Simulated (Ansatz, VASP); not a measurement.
# Si: VASP beside Ansatz

```
Si
1.0
     4.66043    0.00000    0.00000
     0.00000    4.66043    0.00000
     0.00000    0.00000    4.66043
Si
6
Direct
  0.25000 0.50000 0.00000
  0.75000 0.50000 0.00000
  0.00000 0.25000 0.50000
  0.00000 0.75000 0.50000
  0.50000 0.00000 0.25000
  0.50000 0.00000 0.75000
```

Alike in both runs: functional PBE; k mesh 8 × 8 × 8; occupations gaussian, width 0.1 eV; no spin polarisation.

Ansatz relaxed the structure, and its values are those at the end. VASP's run is a single point on that final structure, the one shown.

|  | VASP | Ansatz |
| --- | --- | --- |
| version | VASP 6.6.1 | Ansatz 0.2.0 |
| potentials or method | VASP PAW PBE potentials, release 64 (Si) | scalar-relativistic, plane waves, PAW |
| plane-wave cutoff (eV) | 520 | 420 |
| valence electrons in the cell | 24 | 24 |

VASP gave:

```
gap on the k mesh at the Fermi level (eV) : none
pressure (GPa)                            : -0.1
```

What did Ansatz give for the same quantities?

gap on the k mesh at the Fermi level (eV): none; pressure (GPa): 0.0.

A gap of «none» marks a metal or a gap that the smearing closes. The functional is the same, so the differences come from potentials, cutoffs and numerics.
